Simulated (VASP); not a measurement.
# WC (Fd-3m) in VASP: further runs, part 2 of 2

VASP 6.6.1. The steps go on from the part before.

## 3. Single point, PBE0(alpha)

The input, POSCAR:

```
WC
1.0
    0.0000000000      2.8868000000      2.8868000000
    2.8868000000      0.0000000000      2.8868000000
    2.8868000000      2.8868000000      0.0000000000
W C
2 2
Direct
    0.5000000000      0.5000000000      0.5000000000
    0.7500000000      0.7500000000      0.7500000000
    0.0000000000      0.0000000000      0.0000000000
    0.2500000000      0.2500000000      0.2500000000
```

The input, INCAR.step1:

```
SYSTEM = WC
PREC = Accurate
ENCUT = 520
EDIFF = 1E-5
ISMEAR = -1
SIGMA = 0.05
LREAL = .FALSE.
LASPH = .TRUE.
NELM = 80
ALGO = Normal
ISIF = 2
LWAVE = .TRUE.
LCHARG = .FALSE.
NBANDS = 26
GGA = PE
```

The input, INCAR.step2:

```
SYSTEM = WC
PREC = Accurate
ENCUT = 520
EDIFF = 1E-6
ISMEAR = -1
SIGMA = 0.05
LREAL = .FALSE.
LASPH = .TRUE.
NELM = 80
ALGO = Normal
ISIF = 2
LWAVE = .FALSE.
LCHARG = .FALSE.
GGA = PE
LHFCALC = .TRUE.
AEXX = 0.1
PRECFOCK = Fast
HFRCUT = -1
NBANDS = 26
ISTART = 1
```

The input, KPOINTS:

```
Automatic mesh
0
G
  4 4 4
  0 0 0
```

Potentials or basis: VASP PAW PBE potentials, release 64 (W_sv, C).

Launch:

```sh
$ cat potpaw_PBE.64/W_sv/POTCAR potpaw_PBE.64/C/POTCAR > POTCAR
$ cp INCAR.step1 INCAR
$ mpirun -np 1 vasp_std > vasp.out
$ cp INCAR.step2 INCAR
$ mpirun -np 1 vasp_std > vasp.out
```

OUTCAR:

```text
SYSTEM = WC
   PREC = Accurate
   ENCUT = 520
   EDIFF = 1E-6
   ISMEAR = -1
   LREAL = .FALSE.
   LASPH = .TRUE.
   NELM = 80
   ISIF = 2
   GGA = PE
   LHFCALC = .TRUE.
   AEXX = 0.1
   PRECFOCK = Fast
   ISTART = 1

 ion  position               nearest neighbor table
   1  0.500  0.500  0.500-   4 2.50   4 2.50   4 2.50   2 2.50   2 2.50   2 2.50   4 2.50   2 2.50

   2  0.750  0.750  0.750-   1 2.50   1 2.50   1 2.50   3 2.50   3 2.50   3 2.50   3 2.50   1 2.50

   3  0.000  0.000  0.000-   2 2.50   2 2.50   2 2.50   2 2.50
   4  0.250  0.250  0.250-   1 2.50   1 2.50   1 2.50   1 2.50

  LATTYP: Found a face centered cubic cell.
 ALAT       =     5.7736000000

  Lattice vectors:

 A1 = (   0.0000000000,   2.8868000000,   2.8868000000)
 A2 = (   2.8868000000,   0.0000000000,   2.8868000000)
 A3 = (   2.8868000000,   2.8868000000,   0.0000000000)

Analysis of symmetry for initial positions (statically):
=====================================================================
 Subroutine PRICEL returns:
 Original cell was already a primitive cell.

 Routine SETGRP: Setting up the symmetry group for a
 face centered cubic supercell.

 Subroutine GETGRP returns: Found 48 space group operations
 (whereof 24 operations were pure point group operations)
 out of a pool of 48 trial point group operations.

The static configuration has the point symmetry T_d .
 The point group associated with its full space group is O_h .

Analysis of symmetry for dynamics (positions and initial velocities):
=====================================================================
 Subroutine PRICEL returns:
 Original cell was already a primitive cell.

 Routine SETGRP: Setting up the symmetry group for a
 face centered cubic supercell.

 Subroutine GETGRP returns: Found 48 space group operations
 (whereof 24 operations were pure point group operations)
 out of a pool of 48 trial point group operations.

[... 113 lines left out ...]
   GGA     = PE    functional components
   LHFCALC =     T    Hartree Fock is set to
   PRECFOCK=fast      Normal, Fast or Accurate (Low or Medium for compatibility)
   ENCUT4O =  -1.0   cutoff for four orbital integrals eV
   NKREDX  =     1    reduce k-point grid by
   NKREDY  =     1    reduce k-point grid by
   NKREDZ  =     1    reduce k-point grid by
   AEXX    =    0.1000 exact exchange contribution
   HFSCREEN=    0.0000 screening length (either q_TF or 0.3 A-1)
   HFSCREENC=   0.0000 screening length for correlation (either q_TF or 0.3 A-1)
   ENCUTFOCK=  -1.0 apply spherical cutoff to Coloumb kernel
   IVDW    =     0    specifies the selected vdW correction
   LEPSILON=     F    determine dielectric tensor
   LRPA    =     F    only Hartree local field effects (RPA)
 non-spin polarized calculation
  energy-cutoff  :      520.00
  volume of cell :       48.11
 maximum number of plane-waves:      1314
  NGX = 18; NGY = 18; NGZ = 18

 number of electron      36.0000004 magnetization

 Free energy of the ion-electron system (eV)
  ---------------------------------------------------
  ext. energy  EPLUGINS =         0.00000000
  ---------------------------------------------------
  free energy    TOTEN  =       -38.66822725 eV

  energy without entropy =      -38.65876271  energy(sigma->0) =      -38.66349498

 E-fermi :   9.8169     XC(G=0): -11.9202

 val. band max:        9.3209839359   @ k =   0.5000   0.5000   0.0000
 cond. band min:       9.9030598930   @ k =  -0.2500   0.2500   0.0000
 fundamental gap:      0.5820759571
 Fermi energy:         9.8168913189

 k-point     1 :       0.0000    0.0000    0.0000
  band No.  band energies     occupation
      1     -66.3180      2.00000
      2     -65.9470      2.00000
      3     -30.3957      2.00000
      4     -30.3957      2.00000
      5     -30.3957      2.00000
      6     -29.3721      2.00000
[... 221 lines left out ...]
     25      16.1140      0.00000
     26      16.1140      0.00000

------------------------ aborting loop because EDIFF is reached ----------------------------------------

  FORCE on cell =-STRESS in cart. coord.  units (eV):
  Direction    XX          YY          ZZ          XY          YZ          ZX
  --------------------------------------------------------------------------------------
  -------------------------------------------------------------------------------------
  Total       -0.7183067     -0.7183067     -0.7183067     -0.0000000     -0.0000000      0.0000000
  in kB      -23.9188551    -23.9188551    -23.9188551     -0.0000000     -0.0000000      0.0000000
  external PRESSURE =     -23.9188551 kB  Pullay stress =       0.0000000 kB

 VOLUME and BASIS-vectors are now :
 -----------------------------------------------------------------------------
  energy-cutoff  :      520.00
  volume of cell :       48.11
      direct lattice vectors                 reciprocal lattice vectors
     0.000000000  2.886800000  2.886800000    -0.173202162  0.173202162  0.173202162
     2.886800000  0.000000000  2.886800000     0.173202162 -0.173202162  0.173202162
     2.886800000  2.886800000  0.000000000     0.173202162  0.173202162 -0.173202162

 POSITION                                       TOTAL-FORCE (eV/Angst)
 -----------------------------------------------------------------------------------
      2.88680      2.88680      2.88680        -0.000000     -0.000000     -0.000000
      4.33020      4.33020      4.33020         0.000000      0.000000      0.000000
      0.00000      0.00000      0.00000         0.000000      0.000000      0.000000
      1.44340      1.44340      1.44340        -0.000000     -0.000000     -0.000000
 -----------------------------------------------------------------------------------
    total drift:                               -0.000000      0.000000     -0.000000

  FREE ENERGIE OF THE ION-ELECTRON SYSTEM (eV)
  ---------------------------------------------------
  free  energy   TOTEN  =       -38.6682272456 eV

  energy  without entropy=      -38.6587627064  energy(sigma->0) =      -38.66349498
```

OUTCAR.step1:

```text
SYSTEM = WC
   PREC = Accurate
   ENCUT = 520
   EDIFF = 1E-5
   ISMEAR = -1
   LREAL = .FALSE.
   LASPH = .TRUE.
[... 445 lines left out ...]
      4.33020      4.33020      4.33020        -0.000000     -0.000000     -0.000000
      0.00000      0.00000      0.00000        -0.000000      0.000000     -0.000000
      1.44340      1.44340      1.44340         0.000000     -0.000000     -0.000000
 -----------------------------------------------------------------------------------
    total drift:                                0.000000     -0.000000     -0.000000

  FREE ENERGIE OF THE ION-ELECTRON SYSTEM (eV)
  ---------------------------------------------------
  free  energy   TOTEN  =       -35.0443809566 eV

  energy  without entropy=      -35.0347160765  energy(sigma->0) =      -35.03954852
```

Run time: 11 min. Hardware: 1 thread of Intel Xeon 6975P-C (Granite Rapids), shared host; peak memory 0.16 GiB.

What came out:

* Free energy: -38.6682 eV
* Pressure: -2.4 GPa
* Band gap on the k mesh: none (metal or under the smearing width)

Levels at points of the mesh, in eV from the Fermi level:
| k point | band 14 | band 15 | band 16 | band 17 | band 18 | band 19 | band 20 | band 21 | band 22 | band 23 |
| --- | --- | --- | --- | --- | --- | --- | --- | --- | --- | --- |
| (0.00, 0.00, 0.00) | -4.00 | -4.00 | -3.59 | -3.59 | -3.59 | 1.06 | 1.35 | 1.35 | 1.35 | 4.70 |
| (0.50, 0.00, 0.00) | -4.02 | -4.02 | -2.98 | 0.20 | 0.20 | 1.61 | 1.61 | 1.62 | 2.38 | 3.81 |
| (0.50, 0.50, 0.00) | -5.02 | -2.35 | -2.35 | -0.79 | -0.79 | -0.50 | -0.50 | 0.27 | 0.27 | 3.54 |

Caveat: the k mesh is coarse (spacing up to 0.47 Å⁻¹), so the values aren't converged, least of all with exact exchange; the PAW data sets were made with another functional, which shifts forces and pressure a little.

## 4. Single point, PBE0(alpha)

POSCAR is that of step 3.

INCAR.step1 is that of step 3.

INCAR.step2, as its differences from that of step 3:

```diff
@@ -15,3 +15,3 @@
 LHFCALC = .TRUE.
-AEXX = 0.1
+AEXX = 0.15
 PRECFOCK = Fast
```

KPOINTS is that of step 3.

Launch:

```sh
$ cat potpaw_PBE.64/W_sv/POTCAR potpaw_PBE.64/C/POTCAR > POTCAR
$ cp INCAR.step1 INCAR
$ mpirun -np 1 vasp_std > vasp.out
$ cp INCAR.step2 INCAR
$ mpirun -np 1 vasp_std > vasp.out
```

Run time: 9.3 min. Hardware: 1 thread of Intel Xeon 6975P-C (Granite Rapids), shared host; peak memory 0.17 GiB.

It converged, with:

| Quantity | Value |
| --- | --- |
| Free energy | -40.4955 eV |
| Pressure | -4.0 GPa |
| Band gap on the k mesh | none (metal or under the smearing width) |

Levels at points of the mesh, in eV from the Fermi level:
```tsv
k point	band 15	band 16	band 17	band 18	band 19	band 20	band 21	band 22
(0.00, 0.00, 0.00)	-4.21	-3.82	-3.82	-3.82	1.17	1.43	1.43	1.43
(0.50, 0.00, 0.00)	-4.27	-3.19	0.15	0.15	1.73	1.73	1.73	2.49
(0.50, 0.50, 0.00)	-2.58	-2.58	-0.87	-0.87	-0.55	-0.55	0.31	0.31
```

Caveat: the k mesh is coarse (spacing up to 0.47 Å⁻¹), so the values aren't converged, least of all with exact exchange; the PAW data sets were made with another functional, which shifts forces and pressure a little. The run has no spin-orbit coupling, so splittings on W are missing.

## 5. Single point, PBE0(alpha)

POSCAR is that of step 4.

INCAR.step1 is that of step 4.

INCAR.step2, as its differences from that of step 4:

```diff
@@ -15,3 +15,3 @@
 LHFCALC = .TRUE.
-AEXX = 0.15
+AEXX = 0.2
 PRECFOCK = Fast
```

KPOINTS is that of step 4.

Launch:

```sh
$ cat potpaw_PBE.64/W_sv/POTCAR potpaw_PBE.64/C/POTCAR > POTCAR
$ cp INCAR.step1 INCAR
$ mpirun -np 1 vasp_std > vasp.out
$ cp INCAR.step2 INCAR
$ mpirun -np 1 vasp_std > vasp.out
```

Run time: 13 min. Hardware: 1 thread of Intel Xeon 6975P-C (Granite Rapids), shared host; peak memory 0.17 GiB.

Results (log left out):

```
Free energy            : -42.3336 eV
Pressure               : -5.5 GPa
Band gap on the k mesh : none (metal or under the smearing width)
```

Levels at points of the mesh, in eV from the Fermi level:
```
           k point  band 16  band 17  band 18  band 19  band 20  band 21
(0.00, 0.00, 0.00)    -4.03    -4.03    -4.03     1.31     1.53     1.53
(0.50, 0.00, 0.00)    -3.37     0.07     0.07     1.86     1.89     1.89
(0.50, 0.50, 0.00)    -2.79    -0.93    -0.93    -0.57    -0.57     0.38
```

Caveat: the k mesh is coarse (spacing up to 0.47 Å⁻¹), so the values aren't converged, least of all with exact exchange; the PAW data sets were made with another functional, which shifts forces and pressure a little. Spin-orbit coupling is left out, which matters for the levels of W.

## 6. The runs side by side

| share of exact exchange | gap on the mesh (eV) | pressure (GPa) |
| --- | --- | --- |
| 0.05 | none | -0.8 |
| 0.1 | none | -2.4 |
| 0.15 | none | -4.0 |
| 0.2 | none | -5.5 |

Alike in all rows: task single point; level PBE0(alpha); potentials or basis VASP PAW PBE potentials, release 64 (W_sv, C); no spin polarisation; cell as given; k mesh 4 × 4 × 4; cutoff (eV) 520; smearing fermi-dirac 0.05 eV; the mesh is coarse, so values aren't converged.

Caveats: all runs use coarse meshes; the PAW data sets were made with another functional, which shifts forces and pressure a little.

Total energies depend on the potentials used, so only differences within one code and one set of settings carry meaning.
